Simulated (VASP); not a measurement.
A run of VASP 6.6.1:

The input INCAR:

```
SYSTEM = Al
  PREC = Accurate
  ENCUT = 520
  EDIFF = 1E-7
  ISMEAR = 0
  SIGMA = 0.1
  LREAL = .FALSE.
  LASPH = .TRUE.
  NELM = 60
  ALGO = Normal
  ISIF = 2
  LWAVE = .FALSE.
  LCHARG = .FALSE.
  GGA = PE
  NBANDS = 8
```

The input KPOINTS:

```
regular mesh
0
G
  18 18 18
  0 0 0
```

The input POSCAR:

```
Al                                      
1.0
    0.0000000000      1.9577991850      1.9577991850
    1.9577991850      0.0000000000      1.9577991850
    1.9577991850      1.9577991850      0.0000000000
  Al            
     1
Direct
     0.0000000000000000    0.0000000000000000    0.0000000000000000
```

Potentials or basis: VASP PAW PBE potentials, release 64 (Al).

Run with:

```bash
$ cat potpaw_PBE.64/Al/POTCAR > POTCAR
$ mpirun -np 1 vasp_std > vasp.out
```

Hardware: 1 thread of Intel(R) Xeon(R) Platinum 8375C CPU @ 2.90GHz (Ice Lake), with other jobs on the host.

**Question.** How long does it take, and how much memory?

**Answer.** It took 27 s on 1 thread of Intel(R) Xeon(R) Platinum 8375C CPU @ 2.90GHz (Ice Lake) (shared host), peak memory 0.14 GiB. Counts: scf iterations 11, k points 195.
